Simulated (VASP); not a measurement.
# WS2 (Fm-3m) in VASP: a series of runs

The runs below take WS2 through single point, with PBEsol+U.

Everything below comes from runs of VASP 6.6.1. Logs are shortened: lines on timing, memory, paths and dates and some standing lists are left out, and cuts for length are marked.

### Step 1. The crystal as given

Symmetry: Fm-3m, No. 225, cubic system. The conventional cell has a = 6.016 Å, b = 6.016 Å, c = 6.016 Å, α = 90.00°, β = 90.00°, γ = 90.00°. W (site symmetry m-3m) is surrounded by 8 S at 2.60 Å. Around S (site symmetry -43m) lie 4 W at 2.60 Å.

Measurements of this composition are mostly on another form, of space group No. 194.

### Step 2. Single point, PBEsol+U, collinear spin, ferromagnetic start

INCAR

```
ALGO = Normal
EDIFF = 1E-6
ENCUT = 520
GGA = PS
ISIF = 2
ISMEAR = 0
ISPIN = 2
LASPH = True
LCHARG = False
LDAU = True
LDAUJ = 0 0
LDAUL = 2 -1
LDAUPRINT = 1
LDAUTYPE = 2
LDAUU = 5 0
LMAXMIX = 4
LORBIT = 11
LREAL = False
LWAVE = False
MAGMOM = 0.5 0 0
NBANDS = 24
NELM = 60
PREC = Accurate
SIGMA = 0.05
```

KPOINTS

```
k-points
0
Gamma
  6 6 6
```

POSCAR

```
WS2
1.0
    0.0000000000      3.0079352200      3.0079352200
    3.0079352200      0.0000000000      3.0079352200
    3.0079352200      3.0079352200      0.0000000000
W S
1 2
Direct
    0.0000000000      0.0000000000      0.0000000000
    0.2500000000      0.2500000000      0.2500000000
    0.7500000000      0.7500000000      0.7500000000
```

Potentials or basis: VASP PAW PBE potentials, release 64 (W_sv, S).

Launch:

```sh
$ cat potpaw_PBE.64/W_sv/POTCAR potpaw_PBE.64/S/POTCAR > POTCAR
$ mpirun -np 1 vasp_std > vasp.out
```

OUTCAR:

```text
EDIFF = 1E-6
   ENCUT = 520
   GGA = PS
   ISIF = 2
   ISMEAR = 0
   ISPIN = 2
   LASPH = True
   LORBIT = 11
   LREAL = False
   NELM = 60
   PREC = Accurate

 ion  position               nearest neighbor table
   1  0.000  0.000  0.000-   3 2.60   3 2.60   3 2.60   2 2.60   3 2.60   2 2.60   2 2.60   2 2.60

   2  0.250  0.250  0.250-   1 2.60   1 2.60   1 2.60   1 2.60
   3  0.750  0.750  0.750-   1 2.60   1 2.60   1 2.60   1 2.60

  LATTYP: Found a face centered cubic cell.
 ALAT       =     6.0158704400

  Lattice vectors:

 A1 = (   0.0000000000,   3.0079352200,   3.0079352200)
 A2 = (   3.0079352200,   0.0000000000,   3.0079352200)
 A3 = (   3.0079352200,   3.0079352200,   0.0000000000)

Analysis of symmetry for initial positions (statically):
=====================================================================
 Subroutine PRICEL returns:
 Original cell was already a primitive cell.

 Routine SETGRP: Setting up the symmetry group for a
 face centered cubic supercell.

 Subroutine GETGRP returns: Found 48 space group operations
 (whereof 48 operations were pure point group operations)
 out of a pool of 48 trial point group operations.

The static configuration has the point symmetry O_h .

Analysis of symmetry for dynamics (positions and initial velocities):
=====================================================================
 Subroutine PRICEL returns:
 Original cell was already a primitive cell.

 Routine SETGRP: Setting up the symmetry group for a
 face centered cubic supercell.

 Subroutine GETGRP returns: Found 48 space group operations
 (whereof 48 operations were pure point group operations)
 out of a pool of 48 trial point group operations.

The dynamic configuration has the point symmetry O_h .
[... 173 lines left out ...]
  o =  0.2088  v =  0.0000  0.0000  0.0000  0.0000  0.0000  1.0000  0.0000  0.0000  0.0000  0.0000      0.0000  0.0000  0.0000  0.0000  0.0000  0.0000  0.0000  0.0000  0.0000  0.0000
  o =  0.2088  v =  0.0000  0.0000  0.0000  0.0000  0.0000  0.0000 -0.9998  0.0000 -0.0204 -0.0000      0.0000  0.0000  0.0000  0.0000  0.0000  0.0000  0.0000  0.0000  0.0000  0.0000
  o =  0.3086  v =  0.0000  0.0207 -0.0000  0.9998 -0.0000  0.0000  0.0000  0.0000  0.0000  0.0000      0.0000  0.0000  0.0000  0.0000  0.0000  0.0000  0.0000  0.0000  0.0000  0.0000
  o =  0.3086  v =  1.0000  0.0000  0.0000  0.0000  0.0000  0.0000  0.0000  0.0000  0.0000  0.0000      0.0000  0.0000  0.0000  0.0000  0.0000  0.0000  0.0000  0.0000  0.0000  0.0000
  o =  0.3086  v =  0.0000 -0.9998 -0.0000  0.0207  0.0000  0.0000  0.0000  0.0000  0.0000  0.0000      0.0000  0.0000  0.0000  0.0000  0.0000  0.0000  0.0000  0.0000  0.0000  0.0000
  o =  0.7481  v =  0.0000 -0.0000  0.9982  0.0000  0.0606  0.0000  0.0000  0.0000  0.0000  0.0000      0.0000  0.0000  0.0000  0.0000  0.0000  0.0000  0.0000  0.0000  0.0000  0.0000
  o =  0.7481  v =  0.0000  0.0000 -0.0606 -0.0000  0.9982  0.0000  0.0000  0.0000  0.0000  0.0000      0.0000  0.0000  0.0000  0.0000  0.0000  0.0000  0.0000  0.0000  0.0000  0.0000

 number of electron      26.0000001 magnetization       1.9593022

 Free energy of the ion-electron system (eV)
  ---------------------------------------------------
  ext. energy  EPLUGINS =         0.00000000
  ---------------------------------------------------
  free energy    TOTEN  =       -18.45633743 eV

  energy without entropy =      -18.45562828  energy(sigma->0) =      -18.45598286

 E-fermi :   7.9130     XC(G=0): -11.1023

 val. band max:        7.8910021447   @ k =   0.3333   0.3333   0.0000
 cond. band min:       8.0379354288   @ k =   0.5000   0.5000   0.0000
 fundamental gap:      0.1469332841
 Fermi energy:         7.9129849603

 spin component 1

 k-point     1 :       0.0000    0.0000    0.0000
  band No.  band energies     occupation
      1     -68.1982      1.00000
      2     -32.4346      1.00000
      3     -32.4345      1.00000
      4     -32.4345      1.00000
      5      -7.8780      1.00000
      6      -3.3957      1.00000
[... 421 lines left out ...]
     23      18.8054      0.00000
     24      20.1102      0.00000
 Fermi energy:         7.9129849603

 spin component 2

 k-point     1 :       0.0000    0.0000    0.0000
  band No.  band energies     occupation
      1     -67.3906      1.00000
      2     -31.3464      1.00000
      3     -31.3464      1.00000
      4     -31.3464      1.00000
      5      -7.8197      1.00000
      6      -3.5113      1.00000
[... 421 lines left out ...]
     23      19.0823      0.00000
     24      20.8487      0.00000

------------------------ aborting loop because EDIFF is reached ----------------------------------------

  FORCE on cell =-STRESS in cart. coord.  units (eV):
  Direction    XX          YY          ZZ          XY          YZ          ZX
  --------------------------------------------------------------------------------------
  -------------------------------------------------------------------------------------
  Total       -0.9324123     -0.9324123     -0.9324123      0.0000000     -0.0000000     -0.0000000
  in kB      -27.4462580    -27.4462580    -27.4462580      0.0000000     -0.0000000     -0.0000000
  external PRESSURE =     -27.4462580 kB  Pullay stress =       0.0000000 kB

 VOLUME and BASIS-vectors are now :
 -----------------------------------------------------------------------------
  energy-cutoff  :      520.00
  volume of cell :       54.43
      direct lattice vectors                 reciprocal lattice vectors
     0.000000000  3.007935220  3.007935220    -0.166226984  0.166226984  0.166226984
     3.007935220  0.000000000  3.007935220     0.166226984 -0.166226984  0.166226984
     3.007935220  3.007935220  0.000000000     0.166226984  0.166226984 -0.166226984

 POSITION                                       TOTAL-FORCE (eV/Angst)
 -----------------------------------------------------------------------------------
      0.00000      0.00000      0.00000        -0.000000     -0.000000     -0.000000
      1.50397      1.50397      1.50397         0.000000      0.000000      0.000000
      4.51190      4.51190      4.51190        -0.000000     -0.000000      0.000000
 -----------------------------------------------------------------------------------
    total drift:                                0.000000     -0.000000      0.000000

  FREE ENERGIE OF THE ION-ELECTRON SYSTEM (eV)
  ---------------------------------------------------
  free  energy   TOTEN  =       -18.4563374337 eV

  energy  without entropy=      -18.4556282777  energy(sigma->0) =      -18.45598286

 total charge

# of ion       s       p       d       tot
------------------------------------------
    1        2.310   6.230   3.085  11.624
    2        1.341   2.362   0.000   3.703
    3        1.341   2.362   0.000   3.703
--------------------------------------------------
tot          4.992  10.955   3.085  19.031

 magnetization (x)

# of ion       s       p       d       tot
------------------------------------------
    1        0.044   0.040   1.700   1.784
    2       -0.006  -0.088   0.000  -0.094
    3       -0.006  -0.088   0.000  -0.094
--------------------------------------------------
tot          0.032  -0.135   1.700   1.597
```

stdout:

```text
POSCAR found type information on POSCAR W S
 POSCAR found :  2 types and       3 ions
 scaLAPACK will be used
 -----------------------------------------------------------------------------
|                                                                             |
|                                                                             |
|     You enforced a specific xc type in the INCAR file but a different       |
|     I HOPE YOU KNOW WHAT YOU ARE DOING!                                     |
|                                                                             |
 -----------------------------------------------------------------------------

 LDA part: xc-table for (Slater+PW92), standard interpolation
 POSCAR, INCAR and KPOINTS ok, starting setup
 FFT: planning ... GRIDC
 FFT: planning ... GRID_SOFT
 FFT: planning ... GRID
 WAVECAR not read
 entering main loop
```

It took 41 s on 1 thread of Intel Xeon Platinum 8488C (Sapphire Rapids), shared host; peak memory 0.21 GiB.

What came out:

```
Free energy                                           : -18.4563 eV
Pressure                                              : -2.7 GPa
Band gap on the k mesh                                : none (metal or under the smearing width)
Net moment                                            : 1.96 μB per cell
Site moments                                          : W +1.78; S -0.09 μB
Valence electrons inside the program's atomic spheres : W 11.62; S 3.70
```

Eigenvalues of the final occupation matrices:
```csv
site,spin,trace,eigenvalues
site 1 d,1,2.42,0.31 0.31 0.31 0.75 0.75
site 1 d,2,0.71,0.04 0.04 0.21 0.21 0.21
```

Caveat: the PAW data sets were made with another functional, which shifts forces and pressure a little. The state reached can hang on the start; a lower one may exist.

### Step 3. Single point, PBEsol+U, collinear spin, ferromagnetic start

INCAR

```
SYSTEM = WS2
ALGO = Fast
EDIFF = 1E-6
ENCUT = 520
GGA = PS
ISIF = 2
ISMEAR = 0
ISPIN = 2
LASPH = .True.
LCHARG = .True.
LDAU = .True.
LDAUJ = 0 0
LDAUL = 2 -1
LDAUPRINT = 1
LDAUTYPE = 2
LDAUU = 5 0
LELF = .True.
LMAXMIX = 4
LORBIT = 11
LREAL = .False.
LVHAR = .True.
LWAVE = .False.
MAGMOM = 0.5 0 0
NELM = 60
PREC = Accurate
SIGMA = 0.05
```

KPOINTS

```
k-points
0
Gamma
  6 6 6
  0 0 0
```

POSCAR is that of step 2.

Potentials or basis: VASP PAW PBE potentials, release 64 (W_sv, S).

Launch:

```sh
$ cat potpaw_PBE.64/W_sv/POTCAR potpaw_PBE.64/S/POTCAR > POTCAR
$ mpirun -np 1 vasp_std > vasp.out
```

Wall time 28 s (1 thread of Intel Xeon Platinum 8488C (Sapphire Rapids), shared host); peak memory 0.2 GiB.

Results (log left out):

```
Free energy                                           : -18.4563 eV
Pressure                                              : -2.7 GPa
Band gap on the k mesh                                : none (metal or under the smearing width)
Net moment                                            : 1.96 μB per cell
Site moments                                          : W +1.78; S -0.09 μB
Valence electrons inside the program's atomic spheres : W 11.62; S 3.70
```

Levels at points of the mesh, in eV from the Fermi level:
Spin up:
| k point | band 11 | band 12 | band 13 | band 14 | band 15 | band 16 | band 17 |
| --- | --- | --- | --- | --- | --- | --- | --- |
| (0.00, 0.00, 0.00) | -3.48 | -1.25 | -1.25 | -1.25 | 3.62 | 3.69 | 3.69 |
| (0.50, 0.00, 0.00) | -3.63 | -3.63 | -2.65 | -2.65 | 0.94 | 3.12 | 3.12 |
| (0.50, 0.50, 0.00) | -3.12 | -3.12 | -2.73 | 0.21 | 1.07 | 2.83 | 2.83 |
Spin down:
| k point | band 10 | band 11 | band 12 | band 13 | band 14 | band 15 |
| --- | --- | --- | --- | --- | --- | --- |
| (0.00, 0.00, 0.00) | -1.28 | -1.28 | -1.28 | 0.44 | 0.44 | 4.20 |
| (0.50, 0.00, 0.00) | -3.66 | -3.58 | -3.58 | 0.87 | 0.87 | 2.13 |
| (0.50, 0.50, 0.00) | -2.46 | -2.46 | -0.52 | 0.12 | 2.03 | 2.31 |

Eigenvalues of the final occupation matrices:
```tsv
site	spin	trace	eigenvalues
site 1 d	1	2.42	0.31 0.31 0.31 0.75 0.75
site 1 d	2	0.70	0.04 0.04 0.21 0.21 0.21
```

Caveat: the PAW data sets were made with another functional, which shifts forces and pressure a little.

### Step 4. Single point, PBEsol+U, collinear spin, ferromagnetic start

INCAR

```
SYSTEM = WS2
PREC = Accurate
ENCUT = 520
EDIFF = 1E-7
ISMEAR = 0
SIGMA = 0.05
LREAL = .False.
LASPH = .True.
NELM = 100
ALGO = Normal
ISIF = 2
LWAVE = .False.
LCHARG = .True.
ISPIN = 2
MAGMOM = 0.5 0 0
LORBIT = 11
LMAXMIX = 4
LDAU = .True.
LDAUTYPE = 2
LDAUL = 2 -1
LDAUU = 5 0
LDAUJ = 0 0
LDAUPRINT = 1
GGA = PS
LELF = .True.
LVHAR = .True.
```

KPOINTS

```
Automatic mesh
0
Gamma
  6 6 6
  0 0 0
```

POSCAR is that of step 3.

Launch:

```sh
$ cat potpaw_PBE.64/W_sv/POTCAR potpaw_PBE.64/S/POTCAR > POTCAR
$ mpirun -np 1 vasp_std > vasp.out
```

It took 32 s on 1 thread of Intel Xeon Platinum 8488C (Sapphire Rapids), shared host; peak memory 0.2 GiB.

The run converged. Its results:

* Free energy: -18.4563 eV
* Pressure: -2.7 GPa
* Band gap on the k mesh: none (metal or under the smearing width)
* Net moment: 1.96 μB per cell
* Site moments: W +1.78; S -0.09 μB
* Valence electrons inside the program's atomic spheres: W 11.62; S 3.70

Levels at points of the mesh, in eV from the Fermi level:
Spin up:
```csv
k point,band 12,band 13,band 14,band 15,band 16,band 17
"(0.00, 0.00, 0.00)",-1.25,-1.25,-1.25,3.59,3.69,3.69
"(0.50, 0.00, 0.00)",-3.63,-2.65,-2.65,0.94,3.12,3.12
"(0.50, 0.50, 0.00)",-3.12,-2.73,0.21,1.07,2.83,2.83
```
Spin down:
```csv
k point,band 9,band 10,band 11,band 12,band 13,band 14,band 15,band 16
"(0.00, 0.00, 0.00)",-6.10,-1.28,-1.28,-1.28,0.43,0.43,4.20,4.20
"(0.50, 0.00, 0.00)",-4.71,-3.66,-3.58,-3.58,0.87,0.87,2.13,4.81
"(0.50, 0.50, 0.00)",-5.58,-2.46,-2.46,-0.52,0.12,2.03,2.31,3.41
```

Eigenvalues of the final occupation matrices:
```
    site  spin  trace               eigenvalues
site 1 d     1   2.42  0.31 0.31 0.31 0.75 0.75
site 1 d     2   0.71  0.04 0.04 0.21 0.21 0.21
```

Caveat: the PAW data sets were made with another functional, which shifts forces and pressure a little.

[end of part 1 of 2]
